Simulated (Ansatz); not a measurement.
# 2H-MoTe2 bilayer (AA) in a perpendicular field, part 2 of 3

Wanted: the out-of-plane response of the 2H-MoTe2 bilayer (AA). A positive field points along +c.

Ansatz 0.2.0; plane-wave DFT, PBE-D4, Ansatz PAW (the session's first sound run).

So far. Step 2 (Relaxation): The lattice constant a goes from 3.550 to 3.501 Å.

## Step 3: Single point, field 0

A sawtooth potential applies the field, turning back in the middle of the vacuum. With the dipole correction the typed value is the field outside the slab. The induced dipole is small, so the SCF threshold is tight.

The cell differs from the one that the last finished run ended in (c 52.648 → 29.278 Å).

input.yaml reads:

```yaml
crystal:
  lattice:
    - [3.5008014324, 0.0, 0.0]
    - [-1.7504007162, 3.0317829741, 0.0]
    - [0.0, 0.0, 29.2780981932]
  atoms:
    - { symbol: Te, position: [0.3333333333, 0.6666666667, 0.3073970154] }
    - { symbol: Mo, position: [0.0, 0.0, 0.3694005693] }
    - { symbol: Te, position: [0.3333333333, 0.6666666667, 0.4314459457] }
    - { symbol: Te, position: [0.3333333333, 0.6666666667, 0.5685540543] }
    - { symbol: Mo, position: [0.0, 0.0, 0.6305994307] }
    - { symbol: Te, position: [0.3333333333, 0.6666666667, 0.6926029846] }
kpoints:
  mp_grid: { grid: [18, 18, 1] }
  band_path:
    path: [[0, 0, 0], [0.5, 0, 0], [0.33333333, 0.33333333, 0], [0, 0, 0]]
    npoints: 16
hamiltonian:
  xc: pbe
  dispersion: d4
scf:
  occupations: { method: fermi_dirac, width: 0.05 }
  convergence: { dr2_threshold: 1.0e-10 }
efield:
  axis: 3
  dipole_correction: true
  ramp_position: 0.97
  ramp_width: 0.06
  amplitude: 0
output:
  dos: { projected: true, e_range: [-6, 5] }
  bader: true
  write_potential: true
  write_density: true
  volumetric_format: npy
  elf: true
```

Launch:

```
$ ansatz run input.yaml --threads 4 --pin off --max-ram 6144MiB --backend cpu --events-out ev --progress --plain --runs-dir out
```

Numbers of over 12 decimals in the logs are rounded to 6 here.

What it wrote:

```text
[...]
Crystal: 6 atoms, lattice volume = 310.748 Å³
Basis set: ecut = 420 eV, 6007 PW (Γ)
Bands: 56, of which v1, the nominal top of the filled ones, is band 46 counted from 1 (45 counted from 0)
Symmetry: 6 space group operations
k-points: 37 of 324 (time reversal used)
[...]
SCF iter   1: F=—  HF=-37836.254690 eV  |F-HF|=—  |Δ(HF+E_count)|=         —  Δρ=3.48e-3  dr2=1.18e-1  ethr=1.77e-3  p=0.000 e·Å  D=1.08e-13 V/Å  ΔV_dip=-0.00 eV  dr2_dipole=3.67e-8  V_vac-E_F(+/−)=4.33/4.33 eV  ⟨swp⟩=11.3  Hψ=9422  notcnv=0  defer=4
efield: sawtooth ramp at fractional position 0.9700 (set: `efield.ramp_position`, or a place that a band, a saddle search or an elastic batch's reference lends), width 0.0600; the density the first Hamiltonian is built on has a dipole p = 0.000 e·Å; the dipole correction subtracts the counter field D = 1.08e-13 V/Å, which shifts the + side's vacuum level by -0.00 eV against the − side's; the planar-averaged density in the ramp window peaks in size at 1.8e-5 e/Å³
[...]
SCF iter   2: F=—  HF=-37836.259753 eV  |F-HF|=—  |Δ(HF+E_count)|=   5.06e-3  Δρ=2.26e-3  dr2=7.30e-2  ethr=1.28e-4  p=-0.000 e·Å  D=-2.89e-5 V/Å  ΔV_dip=0.00 eV  dr2_dipole=8.22e-8  V_vac-E_F(+/−)=4.45/4.45 eV  ⟨swp⟩=3.0  Hψ=3297  notcnv=0  defer=66
[...]
SCF iter  14: F=-37836.258412 eV  HF=-37836.258412 eV  |F-HF|=1.02e-10  |Δ(HF+E_count)|=  4.37e-11  Δρ=8.31e-8  dr2=7.47e-11  ethr=1.00e-12  p=-0.000 e·Å  D=-1.37e-7 V/Å  ΔV_dip=0.00 eV  dr2_dipole=3.69e-12  V_vac-E_F(+/−)=4.30/4.30 eV  ⟨swp⟩=12.0  Hψ=5922  notcnv=0
SCF 1 converged in 14 iterations: F = -37836.258412 eV  dr2 = 7.47e-11
[...]
NSCF: frozen V_eff on 49 k-points
efield: sawtooth ramp at fractional position 0.9700 (kept from the solve that this one continues, or follows in the run), width 0.0600; the density the first Hamiltonian is built on has a dipole p = -0.000 e·Å; the dipole correction subtracts the counter field D = -1.37e-7 V/Å, which shifts the + side's vacuum level by +0.00 eV against the − side's; the planar-averaged density in the ramp window peaks in size at 9.2e-7 e/Å³
[...]
SCF converged after 14 iterations
Free energy (F): -37836.258412 eV
[...]
Internal energy: -37836.258409 eV  (E = F + TS)
E sigma→0 (E₀):  -37836.258410 eV
Entropy (-TS):   -0.000003 eV (-0.001 meV/atom)
Fermi energy:    3.980769 eV
Dipole field:    D = 0.000002 V/Å  (p = 0.000003 e·Å, saw-weighted, corrected)
Work function:   Φ+ = 4.2990 eV   Φ− = 4.2991 eV
Levels:          The Fermi level and band energies are counted from a zero that moves with the ramp; work functions are not
[...]
--- Band table (eV; the first three rows and the last of 37) ---
  k-point 0: bands = [... 42 lower, 2.6330, 2.6330, 2.7407, 3.1467, 6.6189, 6.6189, 6.6818, 6.6818, ... 6 higher]
  k-point 1: bands = [... 42 lower, 2.6026, 2.6939, 2.7694, 3.1580, 6.4027, 6.4765, 6.5960, 6.6492, ... 6 higher]
  k-point 2: bands = [... 42 lower, 2.5380, 2.7556, 2.7967, 3.1649, 5.9084, 6.0243, 6.0295, 6.1772, ... 6 higher]
  k-point 36: bands = [... 42 lower, 1.4650, 1.8391, 3.4187, 3.4722, 4.6352, 4.6519, 5.1261, 5.3701, ... 6 higher]
--- Bader charges: 6 sites ---
  site symbol  charge [e]  shift [e]
     0     Te     -0.2977     0.0003
     1     Mo      0.5953     0.0006
     2     Te     -0.2977     0.0003
     3     Te     -0.2976     0.0003
     4     Mo      0.5953     0.0006
     5     Te     -0.2977     0.0003
  estimated error of the sums over rays = 5.6e-4 e
```

Wall time 29 s (4 threads of Intel Xeon Platinum 8488C (Sapphire Rapids), shared host); peak memory 1.2 GiB.

This step gave:

* dipole along the normal: 3.33e-6 e·Å
* gap along the path: 1.043 eV
* smallest direct gap along the path: 1.163 eV
* ionisation energy, upper face: 4.808 eV
* electron affinity, upper face: 3.765 eV
* gap, the smaller of path and mesh: 1.043 eV

Running mean over a fixed 2.8 Å (it still follows the layers) of the planar mean; the ramp of the sawtooth is left out. Electron's electrostatic potential energy less the Fermi level against z:

```tsv
z (Å)	electron's electrostatic potential energy less the Fermi level (eV)
4	4.30
5	4.29
6	4.20
7	2.83
8	0.605
9	-2.97
10	-7.25
11	-8.31
12	-6.23
13	-1.49
14	1.09
15	1.27
16	-0.585
17	-4.89
18	-7.85
19	-7.72
20	-4.46
21	-0.273
22	2.06
23	4.09
24	4.29
25	4.30
26	4.30
```

The density of states has structure finer than the step of the table below, so its rows give means over 0.25 eV, whole bins alone (the curve runs from -6 to 2.52 eV). Peaks (eV: height): -5.090: 11.8, -3.790: 11.1, -2.060: 12.6, -1.180: 10.8, -0.820: 15.4, 1.030: 15.3, 1.250: 14.8.

Table of density of states by energy, zero at the Fermi level of the run, which the smearing sets inside the gap; means over each step:

```tsv
energy (eV)	density of states (states/eV a cell)
-5.75	2.04
-5.50	2.76
-5.25	5.59
-5.00	7.63
-4.75	4.25
-4.50	1.61
-4.25	2.15
-4.00	6.71
-3.75	6.79
-3.50	4.64
-3.25	6.02
-3.00	5.38
-2.75	5.06
-2.50	5.23
-2.25	5.01
-2.00	8.38
-1.75	7.09
-1.50	6.31
-1.25	6.23
-1.00	5.45
-0.75	7.04
-0.50	0.531
-0.25	0
0.00	0
0.25	0
0.50	0.553
0.75	5.10
1.00	7.78
1.25	9.44
1.50	7.38
1.75	6.63
2.00	4.51
2.25	2.93
```

Projected DOS per atom over height of the atomic layer and energy from the Fermi level. Layers: Te Mo Te Te Mo Te from below.

Ten even steps from '_' (0.00 states/eV) to '@' (2.91 states/eV), each cell a mean:
```
............
..--::::--..
::**::::**::
::@@....@@::
..##....##..
____________
____________
____________
..++::::++..
::++....++::
::++::::++::
--++----++--
----::::----
::--::::--::
::--::::--::
--::::::::--
==--====--==
............
............
==--====--==
::..::::..::
..__....__..
```
Columns: height of the atomic layer (Å) from 9 to 20.3 (not evenly spaced); rows upwards: energy from the Fermi level (eV) from -5.96 to 2.5.

The electronic bands at the labelled points (eV, zero at the Fermi level of the run, which the smearing sets inside the gap):

```tsv
point	band 43	band 44	band 45	band 46	band 47	band 48	band 49	band 50
Γ	-1.35	-1.35	-1.24	-0.83	2.64	2.64	2.70	2.70
halfway	-1.48	-1.47	-1.42	-1.24	0.81	1.09	1.63	1.67
M	-1.40	-1.19	-0.77	-0.72	0.97	0.98	1.19	1.33
halfway	-2.40	-2.03	-0.75	-0.67	0.90	0.96	1.48	1.63
K	-2.52	-2.14	-0.56	-0.51	0.65	0.67	1.15	1.39
halfway	-1.57	-1.22	-1.12	-1.01	0.61	0.87	1.30	1.39
Γ	-1.35	-1.35	-1.24	-0.83	2.64	2.64	2.70	2.70
```

Valence density in the ca plane at fractional y = 0.667, with atoms of Te within 0.2 Å of it. It is the smooth field of the valence electrons, not physical close to the nuclei.

Values in units of 1e0 e/Å³, 5 rows by 16 columns, each cell a mean:
```
0.0 0.0 0.0 0.0 0.0 0.0 0.1 0.2 0.3 0.4 0.2 0.1 0.0 0.0 0.1 0.2
0.0 0.0 0.0 0.0 0.0 0.0 0.2 0.4 0.3 0.3 0.4 0.3 0.1 0.1 0.3 0.4
0.0 0.0 0.0 0.0 0.0 0.1 1.2 5.4 0.4 0.3 3.5 3.3 0.2 0.2 3.3 3.5
0.0 0.0 0.0 0.0 0.0 0.1 2.0 9.3 0.5 0.3 6.0 5.6 0.2 0.2 5.6 6.0
0.0 0.0 0.0 0.0 0.0 0.0 0.4 1.0 0.3 0.3 0.8 0.7 0.1 0.1 0.7 0.8
```
Columns run along c (16.0 Å, from fractional 0.07 to 0.61 of the cell), rows up along a (3.5 Å). Atoms in or near the plane, at fractional coordinates: Te at (0.31, 0.33), Te at (0.43, 0.33), Te at (0.57, 0.33).

ELF in the ca plane at fractional y = 0.667, with atoms of Te within 0.2 Å of it. It is the smooth field of the valence electrons, not physical close to the nuclei.

Values, 5 rows by 16 columns, each cell a mean:
```
0.00 0.00 0.00 0.00 0.00 0.04 0.19 0.34 0.20 0.20 0.31 0.25 0.06 0.06 0.25 0.31
0.00 0.00 0.00 0.00 0.03 0.24 0.50 0.49 0.32 0.23 0.48 0.50 0.23 0.23 0.50 0.48
0.00 0.00 0.00 0.01 0.17 0.70 0.60 0.22 0.42 0.34 0.31 0.40 0.50 0.50 0.40 0.31
0.00 0.00 0.00 0.01 0.21 0.76 0.53 0.09 0.40 0.33 0.21 0.30 0.52 0.52 0.30 0.21
0.00 0.00 0.00 0.00 0.07 0.46 0.65 0.47 0.40 0.29 0.50 0.56 0.38 0.38 0.56 0.50
```
Columns run along c (16.0 Å, from fractional 0.07 to 0.61 of the cell), rows up along a (3.5 Å). Atoms in or near the plane, at fractional coordinates: Te at (0.31, 0.33), Te at (0.43, 0.33), Te at (0.57, 0.33).

Electrostatic potential energy in the ca plane at fractional y = 0.667, with atoms of Te within 0.2 Å of it. With pseudopotentials it is smooth inside the atoms' cores, unlike the true potential.

Ten even steps from '0' (-15 eV) to '9' (42 eV), each cell a mean:
```
44444444444444433333333211223333333333333333
44444444444444433333333211223333333333333333
44444444444444433332223222222222333333332223
44444444444444333210002232321000233333210001
44444444444444333105610233310462023333104620
44444444444444333039960233203996023333029970
44444444444444333028940233202895023333118950
44444444444444333201101233320110133333201100
44444444444444433321112222222111333333321112
```
Columns run along c (16.0 Å, from fractional 0.07 to 0.61 of the cell; values clipped at the 3rd and 97th percentile), rows up along a (3.5 Å). Atoms in or near the plane, at fractional coordinates: Te at (0.31, 0.33), Te at (0.43, 0.33), Te at (0.57, 0.33).

The gap is 1.04 eV, with the valence edge 4.81 eV and the conduction edge 3.76 eV under the upper vacuum level. Spin-orbit coupling, left out in this run, matters for the bands of elements this heavy.

## Step 4: Single point, field 0.03 V/Å

input.yaml: that of step 3 with these lines changed.

```diff
@@ -28,6 +28,4 @@
   ramp_width: 0.06
-  amplitude: 0
+  amplitude: 0.03
 output:
-  dos: { projected: true, e_range: [-6, 5] }
-  bader: true
   write_potential: true
@@ -35,2 +33 @@
   volumetric_format: npy
-  elf: true
```

What it wrote:

```text
[...]
Crystal: 6 atoms, lattice volume = 310.748 Å³
Basis set: ecut = 420 eV, 6007 PW (Γ)
Bands: 56, of which v1, the nominal top of the filled ones, is band 46 counted from 1 (45 counted from 0)
Symmetry: 6 space group operations
k-points: 37 of 324 (time reversal used)
[...]
k-point 0: bands = [... 42 lower, 2.6484, 2.6484, 2.7401, 3.1473, 6.6142, 6.6142, 6.6863, 6.6863, ... 6 higher]
  k-point 1: bands = [... 42 lower, 2.6006, 2.6932, 2.7715, 3.1586, 6.3989, 6.4793, 6.5938, 6.6452, ... 6 higher]
  k-point 2: bands = [... 42 lower, 2.5374, 2.7488, 2.8036, 3.1653, 5.9074, 6.0058, 6.0478, 6.1782, ... 6 higher]
  k-point 36: bands = [... 42 lower, 1.4642, 1.8399, 3.4130, 3.4777, 4.6235, 4.6635, 5.1247, 5.3714, ... 6 higher]
[key lines of the parts left out:]
SCF converged after 15 iterations
Free energy (F): -37836.258749 eV
Fermi energy:    3.981561 eV
Dipole field:    D = 0.013081 V/Å  (p = 0.022465 e·Å, saw-weighted, corrected)
```

Elapsed: 20 s, on 4 threads; peak memory 1.1 GiB.

The dipole is 0.0225 e·Å, and the gap 1.036 eV.

## Step 5: Single point, field -0.03 V/Å

input.yaml: that of step 4 with these lines changed.

```diff
@@ -28,3 +28,3 @@
   ramp_width: 0.06
-  amplitude: 0.03
+  amplitude: -0.03
 output:
```

What it wrote:

```text
[...]
Crystal: 6 atoms, lattice volume = 310.748 Å³
Basis set: ecut = 420 eV, 6007 PW (Γ)
Bands: 56, of which v1, the nominal top of the filled ones, is band 46 counted from 1 (45 counted from 0)
Symmetry: 6 space group operations
k-points: 37 of 324 (time reversal used)
[...]
k-point 0: bands = [... 42 lower, 2.6484, 2.6484, 2.7401, 3.1473, 6.6142, 6.6142, 6.6863, 6.6863, ... 6 higher]
  k-point 1: bands = [... 42 lower, 2.6006, 2.6932, 2.7715, 3.1586, 6.3989, 6.4793, 6.5938, 6.6452, ... 6 higher]
  k-point 2: bands = [... 42 lower, 2.5374, 2.7488, 2.8036, 3.1653, 5.9074, 6.0058, 6.0478, 6.1782, ... 6 higher]
  k-point 36: bands = [... 42 lower, 1.4642, 1.8399, 3.4130, 3.4778, 4.6235, 4.6635, 5.1247, 5.3714, ... 6 higher]
[key lines of the parts left out:]
SCF converged after 17 iterations
Free energy (F): -37836.258749 eV
Fermi energy:    3.981562 eV
Dipole field:    D = -0.013084 V/Å  (p = -0.022470 e·Å, saw-weighted, corrected)
```

Elapsed: 22 s, on 4 threads; peak memory 1.1 GiB.

The dipole is -0.0225 e·Å, and the gap 1.036 eV.

## Step 6: Single point, field 0.15 V/Å

input.yaml: that of step 5 with these lines changed.

```diff
@@ -28,3 +28,3 @@
   ramp_width: 0.06
-  amplitude: -0.03
+  amplitude: 0.15
 output:
```

What it wrote:

```text
[...]
Crystal: 6 atoms, lattice volume = 310.748 Å³
Basis set: ecut = 420 eV, 6007 PW (Γ)
Bands: 56, of which v1, the nominal top of the filled ones, is band 46 counted from 1 (45 counted from 0)
Symmetry: 6 space group operations
k-points: 37 of 324 (time reversal used)
[...]
k-point 0: bands = [... 42 lower, 2.7200, 2.7200, 2.7273, 3.1622, 6.5543, 6.5543, 6.7376, 6.7376, ... 6 higher]
  k-point 1: bands = [... 42 lower, 2.6602, 2.6793, 2.8111, 3.1718, 6.3436, 6.4950, 6.5797, 6.5889, ... 6 higher]
  k-point 2: bands = [... 42 lower, 2.5223, 2.6856, 2.8695, 3.1755, 5.8842, 5.9207, 6.1287, 6.2005, ... 6 higher]
  k-point 36: bands = [... 42 lower, 1.4462, 1.8581, 3.3497, 3.5390, 4.5511, 4.7339, 5.0947, 5.3994, ... 6 higher]
[key lines of the parts left out:]
SCF converged after 17 iterations
Free energy (F): -37836.266839 eV
Fermi energy:    3.992346 eV
Dipole field:    D = 0.065437 V/Å  (p = 0.112375 e·Å, saw-weighted, corrected)
```

Elapsed: 22 s, on 4 threads; peak memory 1.1 GiB; 86 s of CPU time.

The dipole is 0.112 e·Å, and the gap 0.949 eV.

## Step 7: Atoms held, field 0.25 V/Å

input.yaml: that of step 6 with these lines changed.

```diff
@@ -28,3 +28,3 @@
   ramp_width: 0.06
-  amplitude: 0.15
+  amplitude: 0.25
 output:
```

What it wrote:

```text
[...]
Crystal: 6 atoms, lattice volume = 310.748 Å³
Basis set: ecut = 420 eV, 6007 PW (Γ)
Bands: 56, of which v1, the nominal top of the filled ones, is band 46 counted from 1 (45 counted from 0)
Symmetry: 6 space group operations
k-points: 37 of 324 (time reversal used)
[...]
k-point 0: bands = [... 42 lower, 2.7063, 2.7784, 2.7784, 3.1873, 6.4944, 6.4944, 6.7499, 6.7499, ... 6 higher]
  k-point 1: bands = [... 42 lower, 2.6590, 2.7186, 2.8600, 3.1944, 6.2839, 6.4531, 6.5297, 6.6146, ... 6 higher]
  k-point 2: bands = [... 42 lower, 2.5554, 2.6325, 2.9285, 3.1934, 5.8458, 5.8504, 6.1921, 6.2359, ... 6 higher]
  k-point 36: bands = [... 42 lower, 1.4171, 1.8878, 3.2892, 3.5956, 4.4892, 4.7920, 5.0505, 5.4398, ... 6 higher]
[key lines of the parts left out:]
SCF converged after 17 iterations
Free energy (F): -37836.281826 eV
Fermi energy:    3.998746 eV
Dipole field:    D = 0.109111 V/Å  (p = 0.187376 e·Å, saw-weighted, corrected)
```

The job ended after 22 s (4 threads; peak memory 1.1 GiB).

The dipole is 0.187 e·Å, and the gap 0.852 eV.

## Step 8: Single point, field -0.25 V/Å

input.yaml: that of step 7 with these lines changed.

```diff
@@ -28,4 +28,6 @@
   ramp_width: 0.06
-  amplitude: 0.25
+  amplitude: -0.25
 output:
+  dos: { projected: true, e_range: [-6, 5] }
+  bader: true
   write_potential: true
@@ -33 +35,2 @@
   volumetric_format: npy
+  elf: true
```

What it wrote:

```text
[...]
Crystal: 6 atoms, lattice volume = 310.748 Å³
Basis set: ecut = 420 eV, 6007 PW (Γ)
Bands: 56, of which v1, the nominal top of the filled ones, is band 46 counted from 1 (45 counted from 0)
Symmetry: 6 space group operations
k-points: 37 of 324 (time reversal used)
[...]
k-point 36: bands = [... 42 lower, 1.4171, 1.8878, 3.2892, 3.5956, 4.4892, 4.7920, 5.0505, 5.4398, ... 6 higher]
--- Bader charges: 6 sites ---
  site symbol  charge [e]  shift [e]
     0     Te     -0.2826     0.0003
     1     Mo      0.5952     0.0006
     2     Te     -0.3077     0.0003
     3     Te     -0.2875     0.0003
     4     Mo      0.5950     0.0006
     5     Te     -0.3125     0.0003
  estimated error of the sums over rays = 6.1e-4 e
[key lines of the parts left out:]
SCF converged after 17 iterations
Free energy (F): -37836.281826 eV
Fermi energy:    3.998746 eV
Dipole field:    D = -0.109111 V/Å  (p = -0.187376 e·Å, saw-weighted, corrected)
```

Wall time 32 s (4 threads); peak memory 1.1 GiB.

The dipole is -0.187 e·Å, and the gap 0.852 eV.

## Step 9: Response, atoms held

This step: plane-wave DFT, PBE-D4, Ansatz PAW; response to a field along the normal, atoms held (Ansatz 0.2.0).

The dipoles give the slope, and the difference of two potentials shows where the field is screened.

This step gave:

```
equivalent conductor thickness p/(ε₀AE) : 12.77 Å
distance between the outer atoms        : 11.28 Å
```

Dipole of the cell against applied field:

```tsv
applied field (V/Å)	dipole of the cell (e·Å)
-0.250	-0.187
-0.030	-0.0225
0.000	3.3e-6
0.030	0.0225
0.150	0.112
0.250	0.187
```

Local field over the applied field, running mean. From the potentials at -0.03 and 0.03 V/Å; running mean over 2.5 Å. The local field over applied field by z:

z (Å), local field over applied field and a bar:
```
      4.5      0.996 ##############################
      5.0      0.990 ##############################
      5.5      0.973 #############################
      6.0      0.933 ############################
      6.5      0.849 #########################
      7.0      0.709 #####################
      7.5      0.541 ################
      8.0      0.369 ###########
      8.5      0.212 ######
      9.0      0.101 ##
      9.5      0.052 #
     10.0      0.037 
     10.5      0.029 
     11.0      0.029 
     11.5      0.033 
     12.0      0.039 
     12.5      0.069 #
     13.0      0.147 ####
     13.5      0.253 #######
     14.0      0.346 ##########
     14.5      0.391 ###########
     15.0      0.378 ###########
     15.5      0.309 #########
     16.0      0.205 #####
     16.5      0.106 ##
     17.0      0.051 #
     17.5      0.035 
     18.0      0.031 
     18.5      0.028 
     19.0      0.032 
     19.5      0.042 
     20.0      0.067 #
     20.5      0.142 ####
     21.0      0.278 ########
     21.5      0.445 #############
     22.0      0.617 ##################
     22.5      0.777 #######################
     23.0      0.893 ###########################
     23.5      0.955 #############################
     24.0      0.982 ##############################
     24.5      0.993 ##############################
     25.0      0.998 ##############################
```

Electrons, planar mean, per unit field. Induced electron density against z:

z (Å), induced electron density (e/Å³ per V/Å) and a bar from the least value:
```
        5    0.00005 ##############
        6    0.00033 ################
        7    0.00182 ########################
        8    0.00290 ##############################
        9    0.00066 ##################
       10   -0.00045 ############
       11    0.00026 ################
       12   -0.00030 ############
       13   -0.00060 ###########
       14   -0.00240 #
       15    0.00150 ######################
       16    0.00113 ####################
       17    0.00024 ###############
       18   -0.00038 ############
       19    0.00042 ################
       20   -0.00036 ############
       21   -0.00158 ######
       22   -0.00259 
       23   -0.00055 ###########
       24   -0.00008 ##############
       25   -0.00001 ##############
```

The smaller of the gaps on the path and on the k-mesh, counted as 0 under 0.03 eV. The gap by applied field:

```tsv
applied field (V/Å)	gap (eV)
-0.250	0.852
-0.030	1.04
0.000	1.04
0.030	1.04
0.150	0.949
0.250	0.852
```

By hand: between -0.03 and 0.03 V/Å the dipole changes by 0.04493 e·Å, a slope of 0.7489 e·Å²/V. A perfect conductor of thickness t has p = ε₀AEt, so t = 180.95 × 0.7489 / 10.614 = 12.77 Å (e/ε₀ = 180.95 V·Å, A in Å²).

The induced dipole is that of a conductor 12.77 Å thick.

(Continued in part 3 of 3.)

[Logs are printed without paths, hosts, clocks, repeated set-up lines and the standing remarks that a program may print on its own settings, such as how far it seeks lower states.]

[Hosts, paths, dates, database ids (printed as entryN), source tags and the programs' standing remarks are cut or masked in the printed files.]

[Maps of the electrostatic potential energy from Ansatz leave out the sawtooth potential of an applied field or a dipole correction, so their vacuum need not be flat; planar profiles and work functions include it.]

[The density of states shown here was stored with 400 of the rows of the run's finer table, so its peaks can read low, often by over a quarter, or be missed, and its means over a window can be off by a tenth or more.]
